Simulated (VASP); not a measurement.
# CoSi2 (Fm-3m) in VASP: notebook

One crystal, CoSi2, is run at these levels: PBE; tasks: single point, relaxation of cell and atoms.

All numbers are computed with VASP 6.6.1; they aren't measurements. Logs are shortened: lines on timing, memory, paths and dates and some standing lists are left out, and cuts for length are marked.

## Step 1: Starting point

It takes space group Fm-3m (No. 225, cubic). The conventional cell has a = 5.360 Å, b = 5.360 Å, c = 5.360 Å, α = 90.00°, β = 90.00°, γ = 90.00°. Around Co (site symmetry m-3m) lie 8 Si at 2.32 Å. Si (site symmetry -43m) has 4 Co at 2.32 Å as nearest neighbours.

The cell comes from a database or a generator and needn't be the stable form of this composition.

## Step 2: Single point, PBE

INCAR

```
ALGO = Fast
EDIFF = 1E-6
ENCUT = 520
GGA = PE
ISIF = 2
ISMEAR = 1
LASPH = True
LCHARG = True
LELF = True
LREAL = False
LVHAR = True
LWAVE = False
NBANDS = 16
NELM = 100
PREC = Accurate
SIGMA = 0.1
```

KPOINTS

```
k-points
0
Gamma
  13 13 13
```

POSCAR

```
CoSi2
1.0
    0.0000000000      2.6801443725      2.6801443725
    2.6801443725      0.0000000000      2.6801443725
    2.6801443725      2.6801443725      0.0000000000
Co Si
1 2
Direct
    0.0000000000      0.0000000000      0.0000000000
    0.7500000000      0.7500000000      0.7500000000
    0.2500000000      0.2500000000      0.2500000000
```

Potentials or basis: VASP PAW PBE potentials, release 64 (Co, Si).

Launch:

```bash
cat potpaw_PBE.64/Co/POTCAR potpaw_PBE.64/Si/POTCAR > POTCAR
mpirun -np 1 vasp_std > vasp.out
```

OUTCAR:

```text
EDIFF = 1E-6
   ENCUT = 520
   GGA = PE
   ISIF = 2
   ISMEAR = 1
   LASPH = True
   LREAL = False
   NELM = 100
   PREC = Accurate

 ion  position               nearest neighbor table
   1  0.000  0.000  0.000-   2 2.32   3 2.32   2 2.32   2 2.32   2 2.32   3 2.32   3 2.32   3 2.32

   2  0.750  0.750  0.750-   1 2.32   1 2.32   1 2.32   1 2.32   3 2.68   3 2.68   3 2.68   3 2.68
                             3 2.68   3 2.68
   3  0.250  0.250  0.250-   1 2.32   1 2.32   1 2.32   1 2.32   2 2.68   2 2.68   2 2.68   2 2.68
                             2 2.68   2 2.68

  LATTYP: Found a face centered cubic cell.
 ALAT       =     5.3602887450

  Lattice vectors:

 A1 = (   0.0000000000,   2.6801443725,   2.6801443725)
 A2 = (   2.6801443725,   0.0000000000,   2.6801443725)
 A3 = (   2.6801443725,   2.6801443725,   0.0000000000)

Analysis of symmetry for initial positions (statically):
=====================================================================
 Subroutine PRICEL returns:
 Original cell was already a primitive cell.

 Routine SETGRP: Setting up the symmetry group for a
 face centered cubic supercell.

 Subroutine GETGRP returns: Found 48 space group operations
 (whereof 48 operations were pure point group operations)
 out of a pool of 48 trial point group operations.

The static configuration has the point symmetry O_h .

Analysis of symmetry for dynamics (positions and initial velocities):
=====================================================================
 Subroutine PRICEL returns:
 Original cell was already a primitive cell.

 Routine SETGRP: Setting up the symmetry group for a
 face centered cubic supercell.

 Subroutine GETGRP returns: Found 48 space group operations
 (whereof 48 operations were pure point group operations)
 out of a pool of 48 trial point group operations.

The dynamic configuration has the point symmetry O_h .

 Subroutine INISYM returns: Found 48 space group operations
 (whereof 48 operations are pure point group operations),
 and found     1 'primitive' translations

----------------------------------------------------------------------------------------

                                     Primitive cell

  volume of cell :      38.5039

  direct lattice vectors                    reciprocal lattice vectors
     0.000000000  2.680144373  2.680144373    -0.186557114  0.186557114  0.186557114
     2.680144373  0.000000000  2.680144373     0.186557114 -0.186557114  0.186557114
     2.680144373  2.680144373  0.000000000     0.186557114  0.186557114 -0.186557114

  length of vectors
     3.790296521  3.790296521  3.790296521     0.323126400  0.323126400  0.323126400

  position of ions in fractional coordinates (direct lattice)
     0.000000000  0.000000000  0.000000000
     0.750000000  0.750000000  0.750000000
     0.250000000  0.250000000  0.250000000

  ion indices of the primitive-cell ions
   primitive index   ion index
                 1           1
                 2           2
                 3           3

----------------------------------------------------------------------------------------

 KPOINTS: k-points

Automatic generation of k-mesh.
 Grid dimensions read from file:
 generate k-points for:   13   13   13

 Generating k-lattice:

  Cartesian coordinates                     Fractional coordinates (reciprocal lattice)
    -0.014350547  0.014350547  0.014350547     0.076923077  0.000000000  0.000000000
     0.014350547 -0.014350547  0.014350547     0.000000000  0.076923077  0.000000000
     0.014350547  0.014350547 -0.014350547     0.000000000  0.000000000  0.076923077

  Length of vectors
     0.024855877  0.024855877  0.024855877

  Shift w.r.t. Gamma in fractional coordinates (k-lattice)
     0.000000000  0.000000000  0.000000000

 Subroutine IBZKPT returns following result:
 ===========================================

 Found     84 irreducible k-points:

 Following reciprocal coordinates:
            Coordinates               Weight
  0.000000  0.000000  0.000000      1.000000
  0.076923  0.000000  0.000000      8.000000
  0.153846  0.000000  0.000000      8.000000
  0.230769  0.000000  0.000000      8.000000
  0.307692  0.000000  0.000000      8.000000
  0.384615  0.000000  0.000000      8.000000
[... 16 lines left out ...]
  0.384615  0.153846  0.000000     24.000000
  0.461538  0.153846  0.000000     24.000000
 [... further k-points ...]
   k-points           NKPTS =     84   k-points in BZ     NKDIM =     84   number of bands    NBANDS=     16
   number of dos      NEDOS =    301   number of ions     NIONS =      3
   total plane-waves  NPLWV =  21952
   dimension x,y,z NGX =    28 NGY =   28 NGZ =   28
   dimension x,y,z NGXF=    56 NGYF=   56 NGZF=   56
   ions per type =               1   2
   NGX,Y,Z   is equivalent  to a cutoff of  12.28, 12.28, 12.28 a.u.
   NGXF,Y,Z  is equivalent  to a cutoff of  24.56, 24.56, 24.56 a.u.
 SYSTEM =  unknown system
   PREC   = accura    normal or accurate (medium, high low for compatibility)
   ISTART =      0    job   : 0-new  1-cont  2-samecut
   ICHARG =      2    charge: 1-file 2-atom 10-const
   ISPIN  =      1    spin polarized calculation?
   LNONCOLLINEAR =      F non collinear calculations
   LSORBIT =      F    spin-orbit coupling
   LASPH  =      T    aspherical Exc in radial PAW
   ENCUT  =  520.0 eV  38.22 Ry    6.18 a.u.   7.05  7.05  7.05*2*pi/ulx,y,z
   NELM   =    100;   NELMIN=  2; NELMDL= -5     # of ELM steps
   EDIFF  = 0.1E-05   stopping-criterion for ELM
   LREAL  =      F    real-space projection
   EDIFFG = 0.1E-04   stopping-criterion for IOM
   NSW    =      0    number of steps for IOM
   IBRION =     -1    ionic relax: 0-MD 1-quasi-New 2-CG
   NFREE  =      0    steps in history (QN), initial steepest desc. (CG)
   ISIF   =      2    stress and relaxation
   ISYM   =      2    0-nonsym 1-usesym 2-fastsym
   POTIM  = 0.5000    time-step for ionic-motion
   TEBEG  =    0.0;   TEEND  =   0.0 temperature during run
   PSTRESS=    0.0 pullay stress
   NELECT =      17.0000    total number of electrons
   NUPDOWN=      -1.0000    fix difference up-down
   EMIN   =  10.00;   EMAX   =-10.00  energy-range for DOS
   EFERMI =   0.00;   METHOD = LEGACY
   ISMEAR =     1;   SIGMA  =   0.10  broadening in eV -4-tet -1-fermi 0-gaus
   EFERMI_NEDOS =   21; number of points for ismear=-14 and -15
   IALGO  =     68    algorithm
   IMIX   =      4    mixing-type and parameters
     AMIX     =   0.40;   BMIX     =  1.00
     AMIX_MAG =   1.60;   BMIX_MAG =  1.00
  volume/ion in A,a.u.               =      12.83        86.61
  Fermi-wavevector in a.u.,A,eV,Ry     =   1.246588  2.355710 21.143205  1.553982
  Thomas-Fermi vector in A             =   2.380759
   LORBIT       =      0    0 simple, 1 ext, 2 COOP (PROOUT), +10 PAW based schemes
   GGA     = PE    functional components
   LHFCALC =     F    Hartree Fock is set to
   AEXX    =    0.0000 exact exchange contribution
   IVDW    =     0    specifies the selected vdW correction
   LEPSILON=     F    determine dielectric tensor
   LRPA    =     F    only Hartree local field effects (RPA)
 non-spin polarized calculation
 RMM-DIIS sequential band-by-band and
 Methfessel and Paxton  Order N= 1 SIGMA  =   0.10
  energy-cutoff  :      520.00
  volume of cell :       38.50
 maximum number of plane-waves:      1048
   NGX = 15   NGY = 15   NGZ = 15

 number of electron      16.9999995 magnetization

 Free energy of the ion-electron system (eV)
  ---------------------------------------------------
  ext. energy  EPLUGINS =         0.00000000
  ---------------------------------------------------
  free energy    TOTEN  =       -19.29100371 eV

  energy without entropy =      -19.29069940  energy(sigma->0) =      -19.29090228

 E-fermi :  10.0385     XC(G=0): -11.7353

 val. band max:       10.0383197555   @ k =  -0.1538   0.0769   0.0000
 cond. band min:      10.0569111786   @ k =  -0.3077   0.2308   0.0000
 fundamental gap:      0.0185914231
 Fermi energy:        10.0385209388

 k-point     1 :       0.0000    0.0000    0.0000
  band No.  band energies     occupation
      1      -3.0459      2.00000
      2       5.9960      2.00000
      3       5.9960      2.00000
      4       5.9960      2.00000
      5       8.1655      2.00000
      6       8.1655      2.00000
[... 8 lines left out ...]
     15      15.7171      0.00000
     16      15.7171      0.00000

 k-point     2 :       0.0769    0.0000    0.0000
  band No.  band energies     occupation
      1      -2.9562      2.00000
      2       5.7698      2.00000
      3       6.0282      2.00000
      4       6.0282      2.00000
      5       8.1382      2.00000
      6       8.1382      2.00000
[... 8 lines left out ...]
     15      15.4235      0.00000
     16      15.5512      0.00000

 k-point     3 :       0.1538    0.0000    0.0000
  band No.  band energies     occupation
      1      -2.6885      2.00000
      2       5.1612      2.00000
      3       6.1178      2.00000
      4       6.1178      2.00000
      5       8.0750      2.00000
      6       8.0750      2.00000
[... 8 lines left out ...]
     15      15.4970      0.00000
     16      16.1624      0.00000

 k-point     4 :       0.2308    0.0000    0.0000
  band No.  band energies     occupation
      1      -2.2472      2.00000
      2       4.2921      2.00000
      3       6.2432      2.00000
      4       6.2432      2.00000
      5       8.0258      2.00000
      6       8.0258      2.00000
[... 8 lines left out ...]
     15      16.4421      0.00000
     16      17.2806      0.00000

 k-point     5 :       0.3077    0.0000    0.0000
  band No.  band energies     occupation
      1      -1.6406      2.00000
      2       3.2648      2.00000
      3       6.3667      2.00000
      4       6.3667      2.00000
      5       8.0549      2.00000
      6       8.0549      2.00000
[... 8 lines left out ...]
     15      17.6194      0.00000
     16      18.3809      0.00000

 k-point     6 :       0.3846    0.0000    0.0000
  band No.  band energies     occupation
      1      -0.8841      2.00000
      2       2.1748      2.00000
      3       6.4511      2.00000
      4       6.4511      2.00000
      5       8.1659      2.00000
      6       8.2024      2.00000
[... 8 lines left out ...]
     15      18.9157      0.00000
     16      19.5789      0.00000
[... 267 lines left out ...]
 k-point    21 :       0.2308    0.1538    0.0000
  band No.  band energies     occupation
      1      -2.2456      2.00000
      2       4.7878      2.00000
      3       6.0644      2.00000
      4       6.1058      2.00000
      5       7.4323      2.00000
      6       8.3265      2.00000
[... 8 lines left out ...]
     15      17.7200      0.00000
     16      17.8348      0.00000

 k-point    22 :       0.3077    0.1538    0.0000
  band No.  band energies     occupation
      1      -1.7521      2.00000
      2       4.0141      2.00000
      3       6.1535      2.00000
      4       6.2111      2.00000
      5       7.2101      2.00000
      6       8.3749      2.00000
[... 8 lines left out ...]
     15      18.8256      0.00000
     16      19.0750      0.00000

 k-point    23 :       0.3846    0.1538    0.0000
  band No.  band energies     occupation
      1      -1.0996      2.00000
      2       3.0617      2.00000
      3       6.2044      2.00000
      4       6.2718      2.00000
      5       7.0925      2.00000
      6       8.3292      2.00000
[... 8 lines left out ...]
     15      20.0257      0.00000
     16      20.3574      0.00000

 k-point    24 :       0.4615    0.1538    0.0000
  band No.  band energies     occupation
      1      -0.3081      2.00000
      2       2.0327      2.00000
      3       6.0537      2.00000
      4       6.4062      2.00000
      5       7.0637      2.00000
      6       8.1656      2.00000
[... 8 lines left out ...]
     15      20.8994      0.00000
     16      21.4750      0.00000

 [... further k-points ...]

------------------------ aborting loop because EDIFF is reached ----------------------------------------

  FORCE on cell =-STRESS in cart. coord.  units (eV):
  Direction    XX          YY          ZZ          XY          YZ          ZX
  --------------------------------------------------------------------------------------
  -------------------------------------------------------------------------------------
  Total       -0.0580528     -0.0580528     -0.0580528     -0.0000000      0.0000000     -0.0000000
  in kB       -2.4156238     -2.4156238     -2.4156238     -0.0000000      0.0000000     -0.0000000
  external PRESSURE =      -2.4156238 kB  Pullay stress =       0.0000000 kB

 VOLUME and BASIS-vectors are now :
 -----------------------------------------------------------------------------
  energy-cutoff  :      520.00
  volume of cell :       38.50
      direct lattice vectors                 reciprocal lattice vectors
     0.000000000  2.680144373  2.680144373    -0.186557114  0.186557114  0.186557114
     2.680144373  0.000000000  2.680144373     0.186557114 -0.186557114  0.186557114
     2.680144373  2.680144373  0.000000000     0.186557114  0.186557114 -0.186557114

 POSITION                                       TOTAL-FORCE (eV/Angst)
 -----------------------------------------------------------------------------------
      0.00000      0.00000      0.00000        -0.000000      0.000000      0.000000
      4.02022      4.02022      4.02022        -0.000000      0.000000     -0.000000
      1.34007      1.34007      1.34007         0.000000     -0.000000      0.000000
 -----------------------------------------------------------------------------------
    total drift:                               -0.000000     -0.000000      0.000000

  FREE ENERGIE OF THE ION-ELECTRON SYSTEM (eV)
  ---------------------------------------------------
  free  energy   TOTEN  =       -19.2910037143 eV

  energy  without entropy=      -19.2906994042  energy(sigma->0) =      -19.29090228
```

It took 54 s on 1 thread of Intel Xeon Platinum 8259CL at 2.50GHz (Skylake/Cascade Lake), shared host; peak memory 0.18 GiB.

Results:

```
Free energy            : -19.2910 eV
Pressure               : -0.2 GPa
Band gap on the k mesh : none (metal or under the smearing width)
```

Spin polarisation is off, so any magnetic state and its effect on volume and gap are missing.

## Step 3: Relaxation of cell and atoms, PBE

This run uses another cell than the first one, of 12.50 Å³/atom, 0.974 times its volume.

INCAR

```
PREC     = Accurate       # precision mode
ENCUT    = 600            # plane-wave cutoff, eV
EDIFF    = 1E-6           # SCF threshold, eV
ISMEAR   = 1              # smearing method
SIGMA    = 0.1            # smearing width, eV
LREAL    = F              # projectors in reciprocal space
LASPH    = T              # aspherical terms in the spheres
NELM     = 100            # most SCF steps
ALGO     = Normal         # electronic algorithm
ISIF     = 3              # what is computed and relaxed
LWAVE    = F              # write WAVECAR
LCHARG   = F              # write CHGCAR
GGA      = PE             # functional
IBRION   = 2              # ionic algorithm
NSW      = 80             # ionic steps
EDIFFG   = -0.005         # ionic threshold
```

KPOINTS

```
Automatic mesh
0
Gamma
  13 13 13
```

POSCAR

```
CoSi2
1.0
    0.0000000000      2.6564198000      2.6564198000
    2.6564198000      0.0000000000      2.6564198000
    2.6564198000      2.6564198000      0.0000000000
Co Si
1 2
Direct
    0.0000000000      0.0000000000      0.0000000000
    0.7500000000      0.7500000000      0.7500000000
    0.2500000000      0.2500000000      0.2500000000
```

Potentials or basis: VASP PAW PBE potentials, release 64 (Co, Si).

Launch:

```bash
cat potpaw_PBE.64/Co/POTCAR potpaw_PBE.64/Si/POTCAR > POTCAR
mpirun -np 1 vasp_std > vasp.out
```

OUTCAR:

```text
PREC = Accurate
   ENCUT = 600
   EDIFF = 1E-6
   ISMEAR = 1
   LREAL = F
   LASPH = T
   NELM = 100
   ISIF = 3
   GGA = PE
   IBRION = 2
   NSW = 80
   EDIFFG = -0.005

 ion  position               nearest neighbor table
   1  0.000  0.000  0.000-   2 2.30   2 2.30   2 2.30   2 2.30   3 2.30   3 2.30   3 2.30   3 2.30

   2  0.750  0.750  0.750-   1 2.30   1 2.30   1 2.30   1 2.30   3 2.66   3 2.66   3 2.66   3 2.66
                             3 2.66   3 2.66
   3  0.250  0.250  0.250-   1 2.30   1 2.30   1 2.30   1 2.30   2 2.66   2 2.66   2 2.66   2 2.66
                             2 2.66   2 2.66

  LATTYP: Found a face centered cubic cell.
 ALAT       =     5.3128396000

  Lattice vectors:

 A1 = (   0.0000000000,   2.6564198000,   2.6564198000)
 A2 = (   2.6564198000,   0.0000000000,   2.6564198000)
 A3 = (   2.6564198000,   2.6564198000,   0.0000000000)

[... 231 lines left out ...]
      5       7.8873      2.00000
      6       7.8873      2.00000
      7      10.1596     -0.00000
      8      12.9875      0.00000
      9      12.9875      0.00000
     10      12.9875      0.00000
     11      13.1339      0.00000
     12      13.1339      0.00000
[... 529 lines left out ...]
--------------------------------------- Ionic step        7  -------------------------------------------

 number of electron      17.0000005 magnetization

 Free energy of the ion-electron system (eV)
  ---------------------------------------------------
  ext. energy  EPLUGINS =         0.00000000
  ---------------------------------------------------
  free energy    TOTEN  =       -19.29074457 eV

  energy without entropy =      -19.29044735  energy(sigma->0) =      -19.29064550

 E-fermi :  10.0558     XC(G=0): -11.7413

 val. band max:       10.0556136581   @ k =  -0.1538   0.0769   0.0000
 cond. band min:      10.0741208102   @ k =  -0.3077   0.2308   0.0000
 fundamental gap:      0.0185071521
 Fermi energy:        10.0558008792

 k-point     1 :       0.0000    0.0000    0.0000
  band No.  band energies     occupation
      1      -3.0385      2.00000
      2       6.0074      2.00000
      3       6.0074      2.00000
      4       6.0074      2.00000
      5       8.1783      2.00000
      6       8.1783      2.00000
      7      10.8227     -0.00000
      8      13.4838      0.00000
      9      13.4838      0.00000
     10      13.4838      0.00000
     11      13.5277      0.00000
     12      13.5277      0.00000
[... 375 lines left out ...]
  FREE ENERGIE OF THE ION-ELECTRON SYSTEM (eV)
  ---------------------------------------------------
  free  energy   TOTEN  =       -19.2907445687 eV

  energy  without entropy=      -19.2904473548  energy(sigma->0) =      -19.29064550

 reached required accuracy - stopping structural energy minimisation
```

OSZICAR:

```text
N       E                     dE             d eps       ncg     rms          rms(c)
DAV:   1     0.761931485981E+02    0.76193E+02   -0.77090E+03  2024   0.152E+03
DAV:   2    -0.158788222241E+02   -0.92072E+02   -0.85823E+02  2052   0.270E+02
DAV:   3    -0.205775188871E+02   -0.46987E+01   -0.45332E+01  2616   0.687E+01
[... 55 lines left out ...]
DAV:   1    -0.192908748494E+02   -0.14383E-03   -0.14338E-03  2236   0.771E-01    0.106E-01
DAV:   2    -0.192913025432E+02   -0.42769E-03   -0.41283E-03  2688   0.142E+00    0.196E-01
DAV:   3    -0.192907477464E+02    0.55480E-03   -0.21545E-03  2664   0.104E+00    0.189E-02
DAV:   4    -0.192907450321E+02    0.27142E-05   -0.37404E-05  2080   0.551E-02    0.696E-03
DAV:   5    -0.192907445687E+02    0.46343E-06   -0.13993E-06  1244   0.257E-02
   7 F= -.19290745E+02 E0= -.19290645E+02  d E =-.110507E-04
```

Run time: 2.7 min. Hardware: 1 thread of Intel Xeon Platinum 8259CL at 2.50GHz (Skylake/Cascade Lake), shared host; peak memory 0.21 GiB.

Results:

- Free energy: -19.2907 eV
- Relaxed volume: 12.82 Å³/atom
- Relaxed cell: a = 3.789 Å, b = 3.789 Å, c = 3.789 Å, α = 60.00°, β = 60.00°, γ = 60.00°
- Space group after relaxing (to 0.05 Å): Fm-3m (No. 225)
- Energy gained by relaxing: 4.7 meV/atom
- Ionic steps: 7
- Pressure after relaxing: 0.1 GPa
- Band gap on the k mesh: none (metal or under the smearing width)

The path:
```tsv
step	energy change (eV)	largest force (eV/Å)	pressure (GPa)	volume (Å³)
1	0.0000	0.0000	4.85	37.49
2	0.0032	0.0000	-4.80	39.58
3	-0.0141	0.0000	0.21	38.46
4	-0.0141	0.0000	-0.17	38.50
5	-0.0141	0.0000	-0.15	38.48
6	-0.0141	0.0000	0.16	38.42
7	-0.0141	0.0000	0.05	38.45
```

Final structure:
```
Co Si
1.0
     0.00000    2.67898    2.67898
     2.67898    0.00000    2.67898
     2.67898    2.67898    0.00000
Co Si
1 2
Direct
  0.00000 0.00000 0.00000
  0.75000 0.75000 0.75000
  0.25000 0.25000 0.25000
```
